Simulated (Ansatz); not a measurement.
The system is Co.

```
CELL_PARAMETERS angstrom
2.47200 0.00000 0.00000
-1.23600 2.14081 0.00000
0.00000 0.00000 4.02114
ATOMIC_POSITIONS crystal
Co 0.66667 0.33333 0.75000
Co 0.33333 0.66667 0.25000
```

- Program: Ansatz 0.2.0
- Task: relaxation of cell and atoms
- Functional: PBEsol
- Dispersion: D3(BJ)
- Potentials or basis: all-electron LAPW, scalar-relativistic
- Basis error allowed: 0.001 eV/atom
- k mesh: 12 × 12 × 7
- Occupations: fermi-dirac, width 0.05 eV
- Spin: collinear spin, ferromagnetic start
- Starting moments: [2.0, 2.0] μB

At the start: volume 10.64 Å³/atom.

**Question.** How do energy, volume and symmetry change on relaxing?

**Answer.** Over 7 steps the energy falls by 21.5 meV/atom and the volume is 10.09 Å³/atom (-5.1 %); space group P6_3/mmc (No. 194, to 0.05 Å); moment 3.05 μB per cell.

Step by step:
| step | energy change (eV) | largest force (eV/Å) | volume (Å³) |
| --- | --- | --- | --- |
| 1 | 0.0000 | 0.0000 | 21.28 |
| 2 | -0.0325 | 0.0000 | 20.71 |
| 3 | -0.0430 | 0.0000 | 20.13 |
| 4 | -0.0431 | 0.0000 | 20.19 |
| 5 | -0.0431 | 0.0000 | 20.19 |
| 6 | -0.0431 | 0.0000 | 20.19 |
| 7 | -0.0431 | 0.0000 | 20.19 |

Final structure:
```yaml
crystal:
  lattice:
    - [2.43512, 0.00000, 0.00000]
    - [-1.21756, 2.10888, 0.00000]
    - [0.00000, 0.00000, 3.93062]
  atoms:
    - { symbol: Co, position: [0.66667, 0.33333, 0.75000] }
    - { symbol: Co, position: [0.33333, 0.66667, 0.25000] }
```
